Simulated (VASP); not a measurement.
# AlN (P6_3mc) in VASP: further runs, part 2 of 3

VASP 6.6.1. Earlier steps stand in the parts before.

## 3. G0W0 quasiparticle levels, PBE

Contents of POSCAR:

```
AlN
1.0
    3.1130000000      0.0000000000      0.0000000000
   -1.5565000000      2.6959370820      0.0000000000
    0.0000000000      0.0000000000      4.9810000000
Al N
2 2
Direct
    0.6666666667      0.3333333333      0.5000000000
    0.3333333333      0.6666666667      0.0000000000
    0.6666666667      0.3333333333      0.8800000000
    0.3333333333      0.6666666667      0.3800000000
```

Contents of INCAR.step1:

```
ALGO = Fast
EDIFF = 1E-8
ENCUT = 450
GGA = PE
ISMEAR = 0
LASPH = T
LCHARG = F
LREAL = F
LWAVE = T
NELM = 60
PREC = Accurate
SIGMA = 0.01
```

Contents of INCAR.step2:

```
ALGO = Exact
EDIFF = 1E-8
ENCUT = 450
GGA = PE
ISMEAR = 0
ISTART = 1
LASPH = T
LCHARG = F
LOPTICS = T
LREAL = F
LWAVE = T
NBANDS = 33
NELM = 1
PREC = Accurate
SIGMA = 0.01
```

Contents of INCAR.step3:

```
ALGO = EVGW0
EDIFF = 1E-8
ENCUT = 450
ENCUTGW = 100
GGA = PE
ISMEAR = 0
ISTART = 1
LASPH = T
LCHARG = F
LREAL = F
LWAVE = F
NBANDS = 33
NBANDSGW = 16
NELMGW = 1
NOMEGA = 48
PREC = Accurate
PRECFOCK = Fast
SIGMA = 0.01
```

Contents of KPOINTS:

```
k-points
0
Gamma
  5 5 3
```

Potentials or basis: VASP PAW PBE potentials, release 64 (Al_GW, N_GW).

On the command line:

```bash
$ cat potpaw_PBE.64/Al_GW/POTCAR potpaw_PBE.64/N_GW/POTCAR > POTCAR
$ cp INCAR.step1 INCAR
$ mpirun -np 1 vasp_std > vasp.out
$ cp INCAR.step2 INCAR
$ mpirun -np 1 vasp_std > vasp.out
$ cp INCAR.step3 INCAR
$ mpirun -np 1 vasp_std > vasp.out
```

OUTCAR:

```text
EDIFF = 1E-8
   ENCUT = 450
   ENCUTGW = 100
   GGA = PE
   ISMEAR = 0
   ISTART = 1
   LASPH = T
   LREAL = F
   NELMGW = 1
   PREC = Accurate
   PRECFOCK = Fast

 Found     10 irreducible k-points:

 Following reciprocal coordinates:
            Coordinates               Weight
  0.000000  0.000000  0.000000      1.000000
  0.200000 -0.000000  0.000000      6.000000
  0.400000  0.000000  0.000000      6.000000
  0.200000  0.200000  0.000000      6.000000
  0.400000  0.200000  0.000000      6.000000
  0.000000  0.000000  0.333333      2.000000
   k-points           NKPTS =     10   k-points in BZ     NKDIM =     75   number of bands    NBANDS=     33
   number of dos      NEDOS =    301   number of ions     NIONS =      4
   total plane-waves  NPLWV =  20736
   dimension x,y,z NGX =    24 NGY =   24 NGZ =   36
   dimension x,y,z NGXF=    48 NGYF=   48 NGZF=   72
   ions per type =               2   2
   NGX,Y,Z   is equivalent  to a cutoff of  12.82, 12.82, 12.02 a.u.
   NGXF,Y,Z  is equivalent  to a cutoff of  25.63, 25.63, 24.03 a.u.
 SYSTEM =  unknown system
   PREC   = accura    normal or accurate (medium, high low for compatibility)
   ISTART =      1    job   : 0-new  1-cont  2-samecut
   ICHARG =      0    charge: 1-file 2-atom 10-const
   ISPIN  =      1    spin polarized calculation?
   LNONCOLLINEAR =      F non collinear calculations
   LSORBIT =      F    spin-orbit coupling
   LASPH  =      T    aspherical Exc in radial PAW
   ENCUT  =  450.0 eV  33.07 Ry    5.75 a.u.   5.38  5.38  8.62*2*pi/ulx,y,z
   NELM   =     60;   NELMIN=  2; NELMDL=  0     # of ELM steps
   EDIFF  = 0.1E-07   stopping-criterion for ELM
   LREAL  =      F    real-space projection
   EDIFFG = 0.1E-06   stopping-criterion for IOM
   NSW    =      0    number of steps for IOM
   IBRION =     -1    ionic relax: 0-MD 1-quasi-New 2-CG
   NFREE  =      0    steps in history (QN), initial steepest desc. (CG)
   ISIF   =      0    stress and relaxation
   ISYM   =      3    0-nonsym 1-usesym 2-fastsym
   POTIM  = 0.5000    time-step for ionic-motion
   TEBEG  =    0.0;   TEEND  =   0.0 temperature during run
   PSTRESS=    0.0 pullay stress
   NELECT =      16.0000    total number of electrons
   NUPDOWN=      -1.0000    fix difference up-down
   EMIN   =  10.00;   EMAX   =-10.00  energy-range for DOS
   EFERMI =   0.00;   METHOD = LEGACY
   ISMEAR =     0;   SIGMA  =   0.01  broadening in eV -4-tet -1-fermi 0-gaus
   EFERMI_NEDOS =   21; number of points for ismear=-14 and -15
   IALGO  =     38    algorithm
   IMIX   =      4    mixing-type and parameters
     AMIX     =   0.40;   BMIX     =  1.00
     AMIX_MAG =   1.60;   BMIX_MAG =  1.00
  volume/ion in A,a.u.               =      10.45        70.52
  Fermi-wavevector in a.u.,A,eV,Ry     =   1.188629  2.246183 19.222843  1.412839
  Thomas-Fermi vector in A             =   2.324754
   LORBIT       =      0    0 simple, 1 ext, 2 COOP (PROOUT), +10 PAW based schemes
   GGA     = PE    functional components
   LHFCALC =     T    Hartree Fock is set to
   PRECFOCK=fast      Normal, Fast or Accurate (Low or Medium for compatibility)
   ENCUT4O =  -1.0   cutoff for four orbital integrals eV
   NKREDX  =     1    reduce k-point grid by
   NKREDY  =     1    reduce k-point grid by
   NKREDZ  =     1    reduce k-point grid by
   AEXX    =    1.0000 exact exchange contribution
   HFSCREEN=    0.0000 screening length (either q_TF or 0.3 A-1)
   HFSCREENC=   0.0000 screening length for correlation (either q_TF or 0.3 A-1)
   ENCUTFOCK=  -1.0 apply spherical cutoff to Coloumb kernel
   IVDW    =     0    specifies the selected vdW correction
   LEPSILON=     F    determine dielectric tensor
   LRPA    =     F    only Hartree local field effects (RPA)
   LRPAFORCE           =     F    calculate RPA forces
   ENCUTGW             = 100.0    cutoff for response function in eV
   ENCUTGWSOFT         =  80.0    soft cutoff for Coulomb kernel in GW response function in eV
   ENCUTLF             =  -1.0    cutoff for local field effects
   NELMGW              =     1    number of iterations in solving QP/BSE equation
   NELMHF              =     1    number of iterations in the inner HF iteration
   NKREDLFX            =     1    NKREDLFY  =   1   NKREDLFZ  =   1
 non-spin polarized calculation
 Gauss-broadening in eV      SIGMA  =   0.01
  energy-cutoff  :      450.00
  volume of cell :       41.80
 maximum number of plane-waves:       929
 NGX is ok and might be reduce to    24
  NGX = 12; NGY = 12; NGZ = 20
   NGX = 11   NGY = 11   NGZ = 17
 maximum number of plane-waves:       104

 QP shifts <psi_nk| G(iteration)W_0 |psi_nk>: iteration 1
 for sc-GW calculations column KS-energies equals QP-energies in previous step
 and V_xc(KS)=  KS-energies - (<T + V_ion + V_H > + <T+V_H+V_ion>^1  + <V_x>^1)

 k-point   1 :       0.0000    0.0000    0.0000
  band No.  KS-energies  QP-energies   sigma(KS)   V_xc(KS)     V^pw_x(r,r')   Z            occupation Imag(sigma)

      1     -10.0591     -11.2282     -16.4041     -14.7961     -24.7772       0.7271       2.0000       1.4526
      2      -7.9102      -8.8982     -17.7300     -16.3516     -25.8712       0.7168       2.0000       1.1372
      3      -0.8730      -1.7556     -13.8564     -12.6514     -18.5198       0.7325       2.0000       0.2415
      4       4.2750       3.9532     -16.7129     -16.3011     -20.5971       0.7815       2.0000       0.1125
      5       4.2750       3.9532     -16.7129     -16.3011     -20.5971       0.7815       2.0000       0.1125
      6       4.9301       4.7306     -17.0220     -16.7682     -20.7958       0.7862       2.0000       0.1058
[... 8 lines left out ...]
     15      18.2565      19.9996      -8.3235     -10.5015      -4.0181       0.8003       0.0000      -0.1611
     16      18.2565      19.9996      -8.3235     -10.5015      -4.0181       0.8003       0.0000      -0.1611
[... 84 lines left out ...]
      1      -9.6443     -10.7760     -16.5612     -15.0058     -24.8828       0.7276       2.0000       1.3910
      2      -8.6119      -9.6523     -17.1282     -15.6825     -25.3249       0.7196       2.0000       1.2354
      3       0.4710      -0.3049     -14.6720     -13.6313     -19.0592       0.7455       2.0000       0.1875
      4       3.2237       2.7663     -15.8651     -15.2745     -19.6519       0.7745       2.0000       0.1258
      5       4.4320       4.1377     -16.7862     -16.4100     -20.6464       0.7822       2.0000       0.1111
      6       4.4320       4.1377     -16.7862     -16.4100     -20.6464       0.7822       2.0000       0.1111
[... 8 lines left out ...]
     15      17.1510      18.7666      -8.0632     -10.0636      -3.9286       0.8076       0.0000      -0.1358
     16      17.1510      18.7666      -8.0632     -10.0636      -3.9286       0.8076       0.0000      -0.1358

 [... further k-points ...]
```

OUTCAR.step1:

```text
EDIFF = 1E-8
   ENCUT = 450
   GGA = PE
   ISMEAR = 0
[... 204 lines left out ...]
      1.55650      0.89865      2.49050         0.000000      0.000000     -0.131614
     -0.00000      1.79729      0.00000        -0.000000     -0.000000     -0.131614
      1.55650      0.89865      4.38328        -0.000000     -0.000000      0.131614
     -0.00000      1.79729      1.89278         0.000000     -0.000000      0.131614
 -----------------------------------------------------------------------------------
    total drift:                               -0.000000      0.000000     -0.000212

  FREE ENERGIE OF THE ION-ELECTRON SYSTEM (eV)
  ---------------------------------------------------
  free  energy   TOTEN  =       -29.8021758059 eV

  energy  without entropy=      -29.8021758059  energy(sigma->0) =      -29.80217581
```

Wall time 73 s (1 thread of Intel Xeon Platinum 8259CL at 2.50GHz (Skylake/Cascade Lake), shared host); peak memory 0.35 GiB.

These settings aren't checked as converged: the numbers below hold their error.

What came out:

* Band gap on the k mesh, mean-field level: 4.21 eV, direct
* Quasiparticle gap: 5.62 eV
* Least direct quasiparticle gap: 5.62 eV

Caveat: the k mesh is coarse (spacing up to 0.47 Å⁻¹), so the values aren't converged; bands, screening cutoff and mesh are small and nothing is extrapolated, so the quasiparticle values aren't converged.

## 4. G0W0 quasiparticle levels, PBE

POSCAR is that of step 3.

Changes to INCAR.step1 since step 3:

```diff
@@ -2,3 +2,3 @@
 EDIFF = 1E-8
-ENCUT = 450
+ENCUT = 350
 GGA = PE
```

Changes to INCAR.step2 since step 3:

```diff
@@ -2,3 +2,3 @@
 EDIFF = 1E-8
-ENCUT = 450
+ENCUT = 350
 GGA = PE
@@ -11,3 +11,3 @@
 LWAVE = T
-NBANDS = 33
+NBANDS = 58
 NELM = 1
```

Changes to INCAR.step3 since step 3:

```diff
@@ -2,4 +2,4 @@
 EDIFF = 1E-8
-ENCUT = 450
-ENCUTGW = 100
+ENCUT = 350
+ENCUTGW = 150
 GGA = PE
@@ -11,3 +11,3 @@
 LWAVE = F
-NBANDS = 33
+NBANDS = 58
 NBANDSGW = 16
```

Contents of KPOINTS:

```
k-points
0
Gamma
  4 4 3
```

Potentials or basis: VASP PAW PBE potentials, release 64 (Al_GW, N_GW).

On the command line:

```bash
$ cat potpaw_PBE.64/Al_GW/POTCAR potpaw_PBE.64/N_GW/POTCAR > POTCAR
$ cp INCAR.step1 INCAR
$ mpirun -np 1 vasp_std > vasp.out
$ cp INCAR.step2 INCAR
$ mpirun -np 1 vasp_std > vasp.out
$ cp INCAR.step3 INCAR
$ mpirun -np 1 vasp_std > vasp.out
```

OUTCAR:

```text
EDIFF = 1E-8
   ENCUT = 350
   ENCUTGW = 150
   GGA = PE
   ISMEAR = 0
   ISTART = 1
   LASPH = T
   LREAL = F
   NELMGW = 1
   PREC = Accurate
   PRECFOCK = Fast

 Found      8 irreducible k-points:

 Following reciprocal coordinates:
            Coordinates               Weight
  0.000000  0.000000  0.000000      1.000000
  0.250000 -0.000000  0.000000      6.000000
  0.500000 -0.000000  0.000000      3.000000
  0.250000  0.250000  0.000000      6.000000
  0.000000  0.000000  0.333333      2.000000
  0.250000 -0.000000  0.333333     12.000000
   k-points           NKPTS =      8   k-points in BZ     NKDIM =     48   number of bands    NBANDS=     58
   number of dos      NEDOS =    301   number of ions     NIONS =      4
   total plane-waves  NPLWV =  12000
   dimension x,y,z NGX =    20 NGY =   20 NGZ =   30
   dimension x,y,z NGXF=    40 NGYF=   40 NGZF=   60
   ions per type =               2   2
   NGX,Y,Z   is equivalent  to a cutoff of  10.68, 10.68, 10.01 a.u.
   NGXF,Y,Z  is equivalent  to a cutoff of  21.36, 21.36, 20.03 a.u.
 SYSTEM =  unknown system
   PREC   = accura    normal or accurate (medium, high low for compatibility)
   ISTART =      1    job   : 0-new  1-cont  2-samecut
[... 34 lines left out ...]
   PRECFOCK=fast      Normal, Fast or Accurate (Low or Medium for compatibility)
   ENCUT4O =  -1.0   cutoff for four orbital integrals eV
   NKREDX  =     1    reduce k-point grid by
   NKREDY  =     1    reduce k-point grid by
   NKREDZ  =     1    reduce k-point grid by
   AEXX    =    1.0000 exact exchange contribution
   HFSCREEN=    0.0000 screening length (either q_TF or 0.3 A-1)
   HFSCREENC=   0.0000 screening length for correlation (either q_TF or 0.3 A-1)
   ENCUTFOCK=  -1.0 apply spherical cutoff to Coloumb kernel
   IVDW    =     0    specifies the selected vdW correction
   LEPSILON=     F    determine dielectric tensor
   LRPA    =     F    only Hartree local field effects (RPA)
   LRPAFORCE           =     F    calculate RPA forces
   ENCUTGW             = 150.0    cutoff for response function in eV
   ENCUTGWSOFT         = 120.0    soft cutoff for Coulomb kernel in GW response function in eV
   ENCUTLF             =  -1.0    cutoff for local field effects
   NELMGW              =     1    number of iterations in solving QP/BSE equation
   NELMHF              =     1    number of iterations in the inner HF iteration
   NKREDLFX            =     1    NKREDLFY  =   1   NKREDLFZ  =   1
 non-spin polarized calculation
 Gauss-broadening in eV      SIGMA  =   0.01
  energy-cutoff  :      350.00
  volume of cell :       41.80
 maximum number of plane-waves:       627
 NGX is ok and might be reduce to    20
  NGX = 12; NGY = 12; NGZ = 20
   NGX =  9   NGY =  9   NGZ = 15
 maximum number of plane-waves:       179

 QP shifts <psi_nk| G(iteration)W_0 |psi_nk>: iteration 1
 for sc-GW calculations column KS-energies equals QP-energies in previous step
 and V_xc(KS)=  KS-energies - (<T + V_ion + V_H > + <T+V_H+V_ion>^1  + <V_x>^1)

 k-point   1 :       0.0000    0.0000    0.0000
  band No.  KS-energies  QP-energies   sigma(KS)   V_xc(KS)     V^pw_x(r,r')   Z            occupation Imag(sigma)

      1     -10.0760     -11.3292     -16.5693     -14.8202     -24.8171       0.7165       2.0000       1.3506
      2      -7.9324      -9.0368     -17.9004     -16.3774     -25.9141       0.7251       2.0000       1.1105
      3      -0.8179      -1.8592     -14.0537     -12.6238     -18.4921       0.7282       2.0000       0.2186
      4       4.3383       3.7568     -17.0491     -16.2991     -20.6621       0.7753       2.0000       0.0902
      5       4.3383       3.7568     -17.0491     -16.2991     -20.6621       0.7753       2.0000       0.0902
      6       4.9645       4.4992     -17.3727     -16.7750     -20.8710       0.7784       2.0000       0.0842
[... 96 lines left out ...]
      3       0.6061      -0.3311     -14.9631     -13.7072     -19.0964       0.7462       2.0000       0.1574
      4       1.7173       0.8745     -15.5353     -14.4243     -19.4036       0.7586       2.0000       0.1279
      5       2.7744       1.9866     -15.7595     -14.7340     -19.4355       0.7681       2.0000       0.1093
      6       3.8662       3.2110     -16.6655     -15.8186     -20.3043       0.7736       2.0000       0.0960
[... 8 lines left out ...]
     15      17.4778      18.7064      -8.9043     -10.4494      -4.1396       0.7952       0.0000      -0.1574
     16      18.3547      19.6428      -9.3301     -10.9716      -4.3125       0.7847       0.0000      -0.2033

 [... further k-points ...]
```

Wall time 56 s (1 thread of Intel Xeon Platinum 8259CL at 2.50GHz (Skylake/Cascade Lake), shared host); peak memory 0.22 GiB.

The run converged, but a check on its numbers failed (symmetry, net force, bounds or a known fault of this set-up), so they aren't taken as properties of the crystal.

Caveat: the k mesh is coarse (spacing up to 0.58 Å⁻¹), so the values aren't converged; the cutoff lies under the usual one of these potentials, so the numbers hold a large basis-set error; bands, screening cutoff and mesh are small and nothing is extrapolated, so the quasiparticle values aren't converged.

[end of part 2 of 3]
